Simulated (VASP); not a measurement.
A run of VASP 6.6.1:

INCAR

```
PREC = Accurate
ENCUT = 300
EDIFF = 1E-7
ISMEAR = 0
SIGMA = 0.03
LREAL = False
LASPH = True
NELM = 80
ALGO = Fast
ISIF = 2
LWAVE = False
LCHARG = False
GGA = PE
IBRION = 2
NSW = 40
EDIFFG = -0.01
```

KPOINTS

```
regular mesh
0
Gamma
  4 4 4
```

The input POSCAR:

```
BeTe                                    
1.0
    0.0000000000      2.8600601366      2.8600601366
    2.8600601366      0.0000000000      2.8600601366
    2.8600601366      2.8600601366      0.0000000000
  Be              Te            
     1     1
Direct
     0.0000000000000000    0.0000000000000000    0.0000000000000000
     0.2500000000000000    0.2500000000000000    0.2500000000000000
```

Potentials or basis: VASP PAW PBE potentials, release 64 (Be, Te).

Run with:

```console
$ cat potpaw_PBE.64/Be/POTCAR potpaw_PBE.64/Te/POTCAR > POTCAR
$ mpirun -np 1 vasp_std > vasp.out
```

Hardware: 1 thread of AMD EPYC 7R13 Processor (Zen 3), with other jobs on the host.

Q: How long does it take, and how much memory?

A: Wall time 3.4 s on 1 thread of AMD EPYC 7R13 Processor (Zen 3), on a shared host, peak memory 0.1 GiB. Counts: scf iterations 16, k points 8, ion steps 1.
